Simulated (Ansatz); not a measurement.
# armchair graphene nanoribbon (N = 9, H edges): bands by functional and under strain

What gap, if any, does the armchair graphene nanoribbon (N = 9, H edges) have, and how does it change with the functional and under strain?

Method: DFT PBE, plane waves, PAW; relaxation of a wire's period, in the first sound run; inputs show where later runs differ, in Ansatz 0.2.0.

Report form: the programs' logs are mostly left out.

## Step 1: The starting structure

The cell holds 22 atoms: 18 C and 4 H. Cell: a = 18.691 Å, b = 7.000 Å, c = 4.260 Å, α = 90.0°, β = 90.0°, γ = 90.0°. Vacuum lies along a and b. The structure's axis is c.

## Step 2: Relaxing the period

Band widths follow the bond lengths, so the wire is relaxed first. The atoms and the third cell vector are free; the box across stays fixed as vacuum. A Fermi-Dirac smearing is set since the result may be a metal. The pressure printed is a third of the stress's trace over the whole box, vacuum included; only the stress along the axis is relaxed.

input.yaml reads:

```yaml
crystal:
  lattice:
    - [18.691, 0.0, 0.0]
    - [0.0, 7.0, 0.0]
    - [0.0, 0.0, 4.26]
  atoms:
    - { symbol: C, position: [0.236833084, 0.5, 0.0] }
    - { symbol: C, position: [0.368421129, 0.5, 0.0] }
    - { symbol: C, position: [0.500009174, 0.5, 0.0] }
    - { symbol: C, position: [0.631597219, 0.5, 0.0] }
    - { symbol: C, position: [0.763185264, 0.5, 0.0] }
    - { symbol: C, position: [0.236833084, 0.5, 0.333333333] }
    - { symbol: C, position: [0.368421129, 0.5, 0.333333333] }
    - { symbol: C, position: [0.500009174, 0.5, 0.333333333] }
    - { symbol: C, position: [0.631597219, 0.5, 0.333333333] }
    - { symbol: C, position: [0.763185264, 0.5, 0.333333333] }
    - { symbol: H, position: [0.187255899, 0.5, 0.458920188] }
    - { symbol: H, position: [0.81276245, 0.5, 0.458920188] }
    - { symbol: C, position: [0.302627107, 0.5, 0.5] }
    - { symbol: C, position: [0.434215152, 0.5, 0.5] }
    - { symbol: C, position: [0.565803197, 0.5, 0.5] }
    - { symbol: C, position: [0.697391242, 0.5, 0.5] }
    - { symbol: C, position: [0.302627107, 0.5, 0.833333333] }
    - { symbol: C, position: [0.434215152, 0.5, 0.833333333] }
    - { symbol: C, position: [0.565803197, 0.5, 0.833333333] }
    - { symbol: C, position: [0.697391242, 0.5, 0.833333333] }
    - { symbol: H, position: [0.187255899, 0.5, 0.874413146] }
    - { symbol: H, position: [0.81276245, 0.5, 0.874413146] }
kpoints:
  mp_grid: { grid: [1, 1, 19] }
scf:
  occupations: { method: fermi_dirac, width: 0.05 }
hamiltonian:
  xc: pbe
relax:
  cell: { fix: [a, b, alpha, beta, gamma] }
  max_steps: 60
```

Started as:

```
$ ansatz run input.yaml --threads 8 --pin off --max-ram 16384MiB --backend cpu --events-out ev --progress --plain --runs-dir out
```

Elapsed: 17 s, on 8 threads of Arm Neoverse V2, shared host; peak memory 1.8 GiB; 2 min of CPU time.

Step by step:

| step | energy less that of the first step (eV) | largest force component (eV/Å) | pressure (GPa) | volume (Å³) |
| --- | --- | --- | --- | --- |
| 1 | 0.0000 | 2.2906 | 0.56 | 557.37 |
| 2 | -0.2021 | 0.6604 | 0.17 | 561.39 |
| 3 | -0.2194 | 0.0711 | 0.07 | 562.07 |
| 4 | -0.2196 | 0.0227 | 0.03 | 562.23 |
| 5 | -0.2197 | 0.0048 | 0.04 | 562.21 |
| 6* | -0.2247 | 0.0044 | 0.05 | 562.21 |

Relaxation steps marked * repeat the geometry before them on a plane-wave basis chosen anew for their cell, so energy and pressure can jump there.

The run keeps the 8 symmetry operations that it works with, so distortions that break them were not tested.

```
cell as run  before  after  change
      c (Å)   4.260  4.297  +0.9 %
```

The atoms that moved most (Å, along periodic axes as changes of fractional coordinates times the final cell, across vacuum about the mean position):

| atom | dx | dy | dz | length |
| --- | --- | --- | --- | --- |
| H11 | -0.011 | 0.000 | -0.055 | 0.056 |
| H12 | 0.011 | 0.000 | -0.055 | 0.056 |
| H21 | -0.011 | 0.000 | 0.055 | 0.056 |
| H22 | 0.011 | 0.000 | 0.055 | 0.056 |
| C1 | 0.020 | 0.000 | 0.030 | 0.036 |
| C6 | 0.020 | 0.000 | -0.030 | 0.036 |
| C5 | -0.020 | 0.000 | 0.030 | 0.036 |
| C10 | -0.020 | 0.000 | -0.030 | 0.036 |

Numbers from this step:

| Quantity | Value |
| --- | --- |
| cell length along the wire | 4.297 Å |

The cell's length comes to 4.297 Å with spin left out.

## Step 3: The perfect wire

This step: DFT PBE, plane waves, PAW; channels and complex bands of a perfect wire (Ansatz 0.2.0).

At the relaxed period the Bloch states of the perfect wire are found at each energy: those that move forward count the open channels, and those that decay describe how a disturbance dies away inside the wire itself. An energy step of 0.035 eV is under the 0.039 eV that the program asks for its thermal average at 300 K.

input.yaml reads:

```yaml
crystal:
  lattice:
    - [18.691, 0.0, 0.0]
    - [0.0, 7.0, 0.0]
    - [0.0, 0.0, 4.297008428]
  atoms:
    - { symbol: C, position: [0.23791053, 0.5, 0.006905819] }
    - { symbol: C, position: [0.367991555, 0.5, 7.7466e-05] }
    - { symbol: C, position: [0.5, 0.5, 0.999270138] }
    - { symbol: C, position: [0.632008445, 0.5, 7.7466e-05] }
    - { symbol: C, position: [0.76208947, 0.5, 0.006905819] }
    - { symbol: C, position: [0.23791053, 0.5, 0.326427514] }
    - { symbol: C, position: [0.367991555, 0.5, 0.333255867] }
    - { symbol: C, position: [0.5, 0.5, 0.334063195] }
    - { symbol: C, position: [0.632008445, 0.5, 0.333255867] }
    - { symbol: C, position: [0.76208947, 0.5, 0.326427514] }
    - { symbol: H, position: [0.186648736, 0.5, 0.446107673] }
    - { symbol: H, position: [0.813351264, 0.5, 0.446107673] }
    - { symbol: C, position: [0.30221811, 0.5, 0.498595387] }
    - { symbol: C, position: [0.434280331, 0.5, 0.500602437] }
    - { symbol: C, position: [0.565719669, 0.5, 0.500602437] }
    - { symbol: C, position: [0.69778189, 0.5, 0.498595387] }
    - { symbol: C, position: [0.30221811, 0.5, 0.834737946] }
    - { symbol: C, position: [0.434280331, 0.5, 0.832730896] }
    - { symbol: C, position: [0.565719669, 0.5, 0.832730896] }
    - { symbol: C, position: [0.69778189, 0.5, 0.834737946] }
    - { symbol: H, position: [0.186648736, 0.5, 0.88722566] }
    - { symbol: H, position: [0.813351264, 0.5, 0.88722566] }
kpoints:
  mp_grid: { grid: [1, 1, 19] }
  band_path: { path: ["Γ", Z], npoints: 50 }
scf:
  occupations: { method: fermi_dirac, width: 0.05 }
hamiltonian:
  xc: pbe
output:
  transmission:
    e_range: [-2, 2]
    de: 0.035
    kmesh: [1, 1]
    reduced_basis: true
    leads: [[0, 0]]
  dos: { e_range: [-5, 4] }
  write_potential: true
  write_density: true
  volumetric_format: npy
  elf: true
```

Elapsed: 47 min, on 8 threads; peak memory 11 GiB; 4.3 h of CPU time.

Numbers from this step:

| Property | Result |
| --- | --- |
| channels at the energy nearest the Fermi level, one spin | 0 |
| conductance of the lead as this run defines it | 4.91e-7 G₀ |
| slowest decay in the lead at the energy nearest the Fermi level | 0.0633 Å⁻¹ |
| band gap | 0.7867 eV |

The open channels of the lead, one spin by energy, zero at the Fermi level:

```csv
energy (eV),"open channels of the lead, one spin"
-2.00,3
-1.90,3
-1.79,3
-1.69,3
-1.58,3
-1.48,3
-1.37,2
-1.23,2
-1.12,2
-1.02,1
-0.92,1
-0.81,1
-0.70,1
-0.60,1
-0.49,1
-0.39,0
-0.28,0
-0.18,0
-0.07,0
-0.01,0
0.07,0
0.17,0
0.28,0
0.38,0
0.48,1
0.59,1
0.69,1
0.80,1
0.91,1
1.01,1
1.11,1
1.22,2
1.36,3
1.47,3
1.57,3
1.68,4
1.78,4
1.89,5
1.99,5
```

The slowest values at each energy, most degenerate partners merged, listed up to 1.5 1/Å. Im kz of the slowest decaying states against energy, zero at the Fermi level:

| energy (eV) | decay 1 (Å⁻¹) | decay 2 (Å⁻¹) | decay 3 (Å⁻¹) | decay 4 (Å⁻¹) |
| --- | --- | --- | --- | --- |
| -2.000 | 0.0848 | 0.373 | 0.392 | 0.399 |
| -1.790 | 0.130 | 0.410 | 0.422 | 0.425 |
| -1.615 | 0.154 | 0.423 | 0.439 | 0.454 |
| -1.405 | 0.0531 | 0.175 | 0.437 | 0.457 |
| -1.195 | 0.105 | 0.191 | 0.449 | 0.472 |
| -0.985 | 0.142 | 0.202 | 0.460 | 0.485 |
| -0.810 | 0.151 | 0.208 | 0.227 | 0.469 |
| -0.600 | 0.164 | 0.213 | 0.291 | 0.478 |
| -0.390 | 0.00933 | 0.171 | 0.215 | 0.341 |
| -0.215 | 0.0531 | 0.174 | 0.215 | 0.377 |
| -0.005 | 0.0633 | 0.174 | 0.212 | 0.420 |
| 0.205 | 0.0541 | 0.170 | 0.207 | 0.460 |
| 0.415 | 0.161 | 0.199 | 0.441 | 0.462 |
| 0.590 | 0.150 | 0.190 | 0.421 | 0.440 |
| 0.800 | 0.132 | 0.175 | 0.394 | 0.404 |
| 1.010 | 0.105 | 0.157 | 0.240 | 0.359 |
| 1.185 | 0.0676 | 0.137 | 0.325 | 0.479 |
| 1.395 | 0.105 | 0.272 | 0.496 | 0.512 |
| 1.605 | 0.0462 | 0.197 | 0.509 | 0.512 |
| 1.815 | 0.502 | 0.515 | 0.520 | 0.524 |

Electronic bands along the path, in eV, zero at the Fermi level:

| point | band 35 | band 36 | band 37 | band 38 | band 39 | band 40 | band 41 | band 42 |
| --- | --- | --- | --- | --- | --- | --- | --- | --- |
| Γ | -2.14 | -1.47 | -1.11 | -0.39 | 0.39 | 1.16 | 1.30 | 1.65 |
| halfway | -3.08 | -2.61 | -2.23 | -1.75 | 1.53 | 2.21 | 2.39 | 3.16 |
| Z | -4.00 | -3.11 | -2.89 | -2.39 | 1.81 | 2.53 | 2.71 | 4.16 |

Valence density in the ca plane at fractional y = 0.500, with atoms of C and H within 0.2 Å of it. It is the smooth field of the valence electrons, not physical close to the nuclei.

Values in e/Å³, 24 rows by 14 columns, each cell a mean:
```
0.0 0.0 0.0 0.0 0.0 0.0 0.0 0.0 0.0 0.0 0.0 0.0 0.0 0.0
0.0 0.0 0.0 0.0 0.0 0.0 0.0 0.0 0.0 0.0 0.0 0.0 0.0 0.0
0.0 0.0 0.0 0.0 0.0 0.0 0.0 0.0 0.0 0.0 0.0 0.0 0.0 0.0
0.1 0.1 0.0 0.0 0.1 0.2 0.2 0.1 0.1 0.0 0.1 0.1 0.2 0.2
0.9 0.6 0.4 0.5 0.8 1.3 1.6 0.8 0.3 0.1 0.2 0.6 1.4 1.5
1.8 1.8 1.8 1.8 1.8 1.9 1.5 0.7 0.3 0.1 0.2 0.5 1.2 1.8
1.2 0.8 0.6 0.7 1.1 1.7 1.9 1.5 1.1 1.0 1.1 1.4 1.8 1.8
0.9 0.5 0.3 0.4 0.8 1.5 1.9 1.7 1.5 1.3 1.4 1.6 1.9 1.7
1.8 1.7 1.5 1.6 1.7 1.9 1.6 0.8 0.4 0.2 0.3 0.7 1.4 1.9
1.3 0.9 0.7 0.8 1.2 1.7 1.8 1.3 0.9 0.7 0.8 1.2 1.7 1.8
0.8 0.4 0.2 0.3 0.6 1.4 1.9 1.8 1.7 1.6 1.7 1.8 1.9 1.6
1.7 1.5 1.4 1.5 1.6 1.9 1.7 0.9 0.5 0.3 0.4 0.7 1.4 1.9
1.5 1.1 1.0 1.1 1.4 1.8 1.8 1.2 0.7 0.5 0.6 1.0 1.6 1.9
0.8 0.4 0.2 0.3 0.6 1.3 1.9 1.8 1.8 1.7 1.7 1.8 1.9 1.6
1.6 1.3 1.1 1.2 1.5 1.8 1.7 1.0 0.6 0.4 0.5 0.9 1.5 1.9
1.6 1.4 1.2 1.3 1.5 1.9 1.7 1.0 0.6 0.4 0.5 0.8 1.5 1.9
0.8 0.4 0.2 0.3 0.6 1.4 1.9 1.8 1.7 1.6 1.7 1.8 1.9 1.6
1.5 1.2 1.0 1.1 1.4 1.8 1.8 1.2 0.8 0.6 0.7 1.0 1.7 1.9
1.7 1.6 1.5 1.6 1.7 1.8 1.5 0.6 0.3 0.1 0.2 0.5 1.2 1.8
0.6 0.3 0.2 0.3 0.5 1.0 1.3 0.7 0.2 0.1 0.2 0.5 1.2 1.2
0.1 0.0 0.0 0.0 0.0 0.1 0.1 0.1 0.0 0.0 0.0 0.1 0.1 0.1
0.0 0.0 0.0 0.0 0.0 0.0 0.0 0.0 0.0 0.0 0.0 0.0 0.0 0.0
0.0 0.0 0.0 0.0 0.0 0.0 0.0 0.0 0.0 0.0 0.0 0.0 0.0 0.0
0.0 0.0 0.0 0.0 0.0 0.0 0.0 0.0 0.0 0.0 0.0 0.0 0.0 0.0
```
Columns run along c (4.3 Å), rows up along a (18.7 Å). Atoms in or near the plane, at fractional coordinates: C at (0.01, 0.24), C at (0.00, 0.37), C at (0.00, 0.50), C at (0.00, 0.63), C at (0.01, 0.76), C at (0.33, 0.24), C at (0.33, 0.37), C at (0.33, 0.50), C at (0.33, 0.63), C at (0.33, 0.76), H at (0.45, 0.19), H at (0.45, 0.81), C at (0.50, 0.30), C at (0.50, 0.43) and more.

ELF in the ca plane at fractional y = 0.500, with atoms of C and H within 0.2 Å of it. It is the smooth field of the valence electrons, not physical close to the nuclei.

Values in units of 1e-1, 24 rows by 14 columns, each cell a mean:
```
 0.0  0.0  0.0  0.0  0.0  0.0  0.0  0.0  0.0  0.0  0.0  0.0  0.0  0.0
 0.0  0.0  0.0  0.0  0.0  0.1  0.1  0.0  0.0  0.0  0.0  0.0  0.1  0.1
 1.1  0.2  0.0  0.1  0.7  2.8  3.7  2.1  0.5  0.1  0.3  1.5  3.4  3.4
 6.9  2.0  0.3  1.1  5.4  9.1  9.6  8.7  4.3  0.5  2.5  7.9  9.6  9.5
 8.4  5.1  3.3  4.2  7.5  9.6  9.9  9.7  6.5  0.9  4.3  9.4  9.9  9.8
 2.4  5.4  8.7  6.9  2.7  4.2  7.0  6.2  2.8  0.6  1.8  5.3  7.2  5.4
 6.3  4.4  4.0  4.1  5.6  7.9  7.6  5.4  5.4  6.4  5.8  5.1  6.9  8.1
 6.0  3.2  2.0  2.6  5.2  7.3  6.0  3.8  5.8  7.9  6.8  3.9  5.1  7.2
 2.8  5.8  8.5  7.1  3.2  4.2  6.7  5.8  2.7  1.2  2.0  4.9  6.9  5.2
 6.2  4.9  5.0  4.9  5.6  7.8  8.3  6.2  4.9  5.0  4.9  5.6  7.8  8.3
 5.7  2.7  1.2  1.9  4.8  6.9  5.2  2.7  5.7  8.6  7.1  3.1  4.1  6.7
 3.7  5.8  8.0  6.8  3.9  5.1  7.2  6.1  3.2  1.9  2.6  5.2  7.3  5.9
 5.4  5.4  6.3  5.8  5.1  7.0  8.3  6.5  4.3  3.7  4.0  5.8  8.0  7.7
 5.6  2.4  0.8  1.6  4.6  6.7  4.8  2.2  5.7  8.9  7.2  2.7  3.6  6.5
 4.8  5.6  7.0  6.2  4.7  6.4  7.9  6.4  3.9  3.0  3.4  5.6  7.8  7.1
 4.3  5.6  7.4  6.4  4.3  5.8  7.6  6.3  3.6  2.5  3.1  5.5  7.6  6.6
 5.6  2.5  1.0  1.8  4.7  6.7  4.9  2.5  5.9  8.8  7.3  3.0  3.8  6.5
 5.5  5.1  6.0  5.5  5.1  7.3  8.2  6.4  4.7  4.4  4.5  5.7  7.9  7.9
 3.7  5.6  8.0  6.7  3.8  5.4  7.6  7.0  3.5  0.5  2.1  6.2  7.8  6.3
 8.6  4.5  1.9  3.2  7.6  9.8 10.0  9.8  6.7  0.9  4.4  9.6 10.0  9.9
 5.4  1.3  0.1  0.6  4.0  8.1  9.0  7.4  3.0  0.4  1.7  6.3  8.8  8.7
 0.5  0.1  0.0  0.0  0.3  1.4  1.9  0.9  0.2  0.1  0.1  0.6  1.7  1.7
 0.0  0.0  0.0  0.0  0.0  0.0  0.0  0.0  0.0  0.0  0.0  0.0  0.0  0.0
 0.0  0.0  0.0  0.0  0.0  0.0  0.0  0.0  0.0  0.0  0.0  0.0  0.0  0.0
```
Columns run along c (4.3 Å), rows up along a (18.7 Å). Atoms in or near the plane, at fractional coordinates: C at (0.01, 0.24), C at (0.00, 0.37), C at (0.00, 0.50), C at (0.00, 0.63), C at (0.01, 0.76), C at (0.33, 0.24), C at (0.33, 0.37), C at (0.33, 0.50), C at (0.33, 0.63), C at (0.33, 0.76), H at (0.45, 0.19), H at (0.45, 0.81), C at (0.50, 0.30), C at (0.50, 0.43) and more.

Electrostatic potential energy in the ca plane at fractional y = 0.500, with atoms of C and H within 0.2 Å of it. With pseudopotentials it is smooth inside the atoms' cores, unlike the true potential.

Ten even steps from '_' (-70 eV) to '@' (3 eV), each cell a mean:
```
@@@@@@@@@@@@@@@@@@@@@@@@@@@@
@@@@@@@@@@@@@@@@@@@@@@@@@@@@
@@@@@@@@@@@@@@@@@@@@@@@@@@@@
@@@@@@@@@@@@%%@@@@@@@@@@@@@@
##%%@@%%%%**==##@@@@@@%%==++
__::**==__..++%%@@@@@@@@**::
**##%%%%**++====**%%**====++
##%%@@@@%%**::..==##++::::++
__--##==....==%%@@@@@@%%**::
++##%%##++++++++##%%##++++++
%%@@@@@@%%**..__--**==__..==
..==##++::::++%%%%@@@@%%**::
==**%%**====++**%%%%%%##++==
%%@@@@@@%%++..__::**==____==
--++##**----++##%%@@%%##**==
::==##++--::++##%%@@%%%%**--
%%@@@@@@%%++..__--##==____==
==**%%**====++**##%%%%**++==
..--**==..::++%%@@@@@@@@**--
%%@@@@@@@@##==##@@@@@@%%++**
@@@@@@@@@@@@@@@@@@@@@@@@@@@@
@@@@@@@@@@@@@@@@@@@@@@@@@@@@
@@@@@@@@@@@@@@@@@@@@@@@@@@@@
@@@@@@@@@@@@@@@@@@@@@@@@@@@@
```
Columns run along c (4.3 Å; values clipped at the 3rd and 97th percentile), rows up along a (18.7 Å). Atoms in or near the plane, at fractional coordinates: C at (0.01, 0.24), C at (0.00, 0.37), C at (0.00, 0.50), C at (0.00, 0.63), C at (0.01, 0.76), C at (0.33, 0.24), C at (0.33, 0.37), C at (0.33, 0.50), C at (0.33, 0.63), C at (0.33, 0.76), H at (0.45, 0.19), H at (0.45, 0.81), C at (0.50, 0.30), C at (0.50, 0.43) and more.

By hand: a barrier of this wire, of length L, would pass T ∝ exp(−2κL) at this energy; with κ = 0.0633 Å⁻¹ one decade takes ln 10 / (2κ) = 18.2 Å.

At the computed energy nearest the Fermi level there are 0 channels a spin, and the thermal average gives 4.9e-7 G₀; the gap is 0.79 eV.

## Step 4: Another level of theory, level LDA, cutoff 420 eV

This step: DFT LDA, plane waves, PAW; bands of a perfect wire at the PBE geometry (Ansatz 0.2.0).

The atoms stay at the PBE geometry and the functional changes. At fixed atoms LDA and the gradient-corrected functionals usually give like bands; this run checks that. Against the first PBE run of this kind, the mesh along the wire has 14 points against 19.

Changes to input.yaml since step 3:

```diff
@@ -29,3 +29,3 @@
 kpoints:
-  mp_grid: { grid: [1, 1, 19] }
+  mp_grid: { grid: [1, 1, 14] }
   band_path: { path: ["Γ", Z], npoints: 50 }
@@ -34,14 +34,2 @@
 hamiltonian:
-  xc: pbe
-output:
-  transmission:
-    e_range: [-2, 2]
-    de: 0.035
-    kmesh: [1, 1]
-    reduced_basis: true
-    leads: [[0, 0]]
-  dos: { e_range: [-5, 4] }
-  write_potential: true
-  write_density: true
-  volumetric_format: npy
-  elf: true
+  xc: lda
```

It took 11 s on 8 threads; peak memory 1.9 GiB.

This step gave:

```yaml
band_gap: 0.7778 eV
```

Electronic bands along the path, in eV, zero at the Fermi level:

```
  point  band 35  band 36  band 37  band 38  band 39  band 40  band 41  band 42
      Γ    -2.13    -1.46    -1.11    -0.39     0.39     1.16     1.28     1.61
halfway    -3.08    -2.61    -2.24    -1.75     1.50     2.19     2.36     3.17
      Z    -4.00    -3.11    -2.89    -2.38     1.76     2.49     2.66     4.13
```

The gap is 0.778 eV, against 0.787 eV under PBE at the relaxed period.

## Step 5: Levels at the same atoms, level PBEsol, cutoff 420 eV

This step: DFT PBEsol, plane waves, PAW; bands of a perfect wire at the PBE geometry (Ansatz 0.2.0).

Changes to input.yaml since step 4:

```diff
@@ -34,2 +34,2 @@
 hamiltonian:
-  xc: lda
+  xc: pbesol
```

Wall time 12 s (8 threads); peak memory 1.9 GiB; 88 s of CPU time.

The gap is 0.785 eV, against 0.787 eV under PBE at the relaxed period.

## Step 6: Another level of theory, level r2SCAN, cutoff 500 eV

This step: DFT r2SCAN, plane waves, PAW; bands of a perfect wire at the PBE geometry (Ansatz 0.2.0).

The atoms stay at the PBE geometry and the functional changes. r2SCAN also reads the kinetic-energy density; it often gives larger moments and wider gaps than PBE, at a higher cost. Against the first PBE run of this kind, the cutoff is 500 eV against 420 and the mesh along the wire has 14 points against 19.

Changes to input.yaml since step 5:

```diff
@@ -34,2 +34,2 @@
 hamiltonian:
-  xc: pbesol
+  xc: r2scan
```

It took 20 s on 8 threads; peak memory 3.1 GiB.

The gap is 0.847 eV, against 0.787 eV under PBE at the relaxed period.

## Step 7: The series together

Times are for 8 threads of Arm Neoverse V2, shared host. The runs compared:

```
no.   level  band gap (eV)  time  memory (GiB)
  1     LDA         0.7778  11 s           1.9
  2  PBEsol         0.7848  12 s           1.9
  3  r2SCAN         0.8471  20 s           3.1
```

(Continued in part 2 of 2.)

[Logs are printed without paths, hosts, clocks, repeated set-up lines and the standing remarks that a program may print on its own settings, such as how far it seeks lower states.]

[Hosts, paths, dates, database ids (printed as entryN), source tags and the programs' standing remarks are cut or masked in the printed files.]
